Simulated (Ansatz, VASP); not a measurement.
Au: VASP beside Ansatz

The input INCAR:

```
SYSTEM = Au
  ALGO = Fast
  EDIFF = 1E-6
  ENCUT = 520
  GGA = PS
  ISIF = 2
  ISMEAR = -1
  LASPH = .True.
  LCHARG = .False.
  LREAL = .False.
  LWAVE = .False.
  NBANDS = 18
  NELM = 100
  PREC = Accurate
  SIGMA = 0.08
```

Contents of KPOINTS:

```
k-points
0
Gamma
  15 15 8
  0 0 0
```

POSCAR

```
Au
1.0
    1.4113099650     -2.5559330250      0.0000000000
    1.4113099650      2.5559330250      0.0000000000
    0.0000000000      0.0000000000      4.8931696100
Au
2
Direct
    0.6653279700      0.3346720300      0.7500000000
    0.3346720300      0.6653279700      0.2500000000
```

Input for Ansatz:

```yaml
crystal:
  lattice:
    - [1.411309965, -2.555933025, 0.0]
    - [1.411309965, 2.555933025, 0.0]
    - [0.0, 0.0, 4.89316961]
  atoms:
    - { symbol: Au, position: [0.66532797, 0.33467203, 0.75] }
    - { symbol: Au, position: [0.33467203, 0.66532797, 0.25] }
kpoints:
  mp_grid: { grid: [15, 15, 8] }
scf:
  occupations: { method: fermi_dirac, width: 0.08 }
hamiltonian:
  xc: pbesol
  pseudopotentials: { kind: all_electron, lapw: { basis_error: 0.0005 } }
output:
  forces: true
  stress: true
  eigenvalues: true
basis:
  ecutwfc: 90
```

Alike in both runs: task single point; functional PBEsol; k mesh 15 × 15 × 8; occupations fermi-dirac, width 0.08 eV; no spin polarisation.

|  | VASP | Ansatz |
| --- | --- | --- |
| version | VASP 6.6.1 | Ansatz 0.2.0 |
| potentials or method | VASP PAW PBE potentials, release 64 (Au) | all-electron LAPW, scalar-relativistic |
| plane-wave cutoff (eV) | 520 | see its input |

VASP gave:

```
pressure (GPa)                                  : -5.5
largest component of the traceless stress (GPa) : 2.56
rms of the force components (eV/Å)              : 0.010
```

Task: Estimate Ansatz's values.

Result: Pressure (GPa): -0.9; largest component of the traceless stress (GPa): 2.34; rms of the force components (eV/Å): 0.010.

Atom by atom the forces differ by 0.000 eV/Å (rms over components). One of these differences is far larger than is usual between the two programs; its cause wasn't traced. Ansatz ran all-electron here, so the differences hold the error of VASP's frozen core and of both bases.

Caveats: the PAW data sets were made with another functional, which shifts forces and pressure a little (VASP). The runs have no spin-orbit coupling, so splittings on Au are missing.
